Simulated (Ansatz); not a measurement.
Crystal: MgO.

```
Mg O
1.0
     0.00000    2.09700    2.09700
     2.09700    0.00000    2.09700
     2.09700    2.09700    0.00000
Mg O
1 1
Direct
  0.00000 0.00000 0.00000
  0.50000 0.50000 0.50000
```

The cell is a database's computed one.

Base run:

```yaml
Program: Ansatz 0.2.0
Functional: PBEsol
Potentials_or_basis: all-electron LAPW, scalar-relativistic
Cutoff: 316 eV
Density_cutoff: 1263 eV
Basis_error_allowed: 0.001 eV/atom
k_mesh: 11 × 11 × 11
Occupations: fermi-dirac, width 0.05 eV
Spin: no spin polarisation
```

Its results: band gap on the k mesh 4.76 eV, direct; pressure 2.4 GPa.

Task: The run is repeated on the same cell with these changes: potentials or basis from all-electron LAPW, scalar-relativistic to all-electron LAPW, non-relativistic. What comes out?

Result: Band gap on the k mesh 4.82 eV, direct; pressure 2.5 GPa.

Not every run made on this cell is shown here.
